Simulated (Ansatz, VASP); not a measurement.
Au: VASP beside Ansatz

File INCAR:

```
SYSTEM = Au
PREC = Accurate
ENCUT = 520
EDIFF = 1E-8
ISMEAR = -1
SIGMA = 0.03
LREAL = .False.
LASPH = .True.
NELM = 80
ALGO = Normal
ISIF = 2
LWAVE = .False.
LCHARG = .False.
GGA = CA
LEFG = .True.
NBANDS = 12
```

The input KPOINTS:

```
Automatic mesh
0
Gamma
  15 15 15
  0 0 0
```

File POSCAR:

```
Au
1.0
    0.0000000000      2.0856442657      2.0856442657
    2.0856442657      0.0000000000      2.0856442657
    2.0856442657      2.0856442657      0.0000000000
Au
1
Direct
    0.0000000000      0.0000000000      0.0000000000
```

Input for Ansatz:

```yaml
crystal:
  lattice:
    - [0.0, 2.0856442657, 2.0856442657]
    - [2.0856442657, 0.0, 2.0856442657]
    - [2.0856442657, 2.0856442657, 0.0]
  atoms:
    - { symbol: Au, position: [0.0, 0.0, 0.0] }
kpoints:
  mp_grid: { grid: [15, 15, 15] }
  band_path:
    path:
      - [0.0, 0.0, 0.0]
      - [0.5, 0.0, 0.5]
      - [0.625, 0.25, 0.625]
      - [0.375, 0.375, 0.75]
      - [0.0, 0.0, 0.0]
      - [0.5, 0.5, 0.5]
      - [0.5, 0.25, 0.75]
      - [0.5, 0.0, 0.5]
    npoints: 14
scf:
  occupations: { method: fermi_dirac, width: 0.03 }
hamiltonian:
  xc: lda
  pseudopotentials: { kind: paw }
output:
  forces: true
  stress: true
  eigenvalues: true
  efg: { contact_densities: true }
  populations: true
  bader: true
  dos: { projected: true, de: 0.2, e_range: [-14, 8] }
  write_density: true
  write_potential: true
  elf: true
  volumetric_format: npy
```

Alike in both runs: task electric field gradients; functional LDA; k mesh 15 × 15 × 15; occupations fermi-dirac, width 0.03 eV; no spin polarisation.

```csv
,VASP,Ansatz
version,VASP 6.6.1,Ansatz 0.2.0
potentials or method,"VASP PAW LDA potentials, release 64 (Au)","PAW with Ansatz's default frozen-core files, scalar-relativistic"
plane-wave cutoff (eV),520,420
valence electrons in the cell,11,19
```

Ansatz gave:

- pressure (GPa): -13.6
- Vzz of the field gradient on the site that differs most (V/Å²): 0.0

Estimate VASP's values.

pressure (GPa): -13.2; Vzz of the field gradient on the site that differs most (V/Å²): 0.0.

The two sets of potentials don't hold the same shells in valence. Ansatz warned: «gradients_without_spin_orbit».

The runs have no spin-orbit coupling, so splittings on Au are missing.
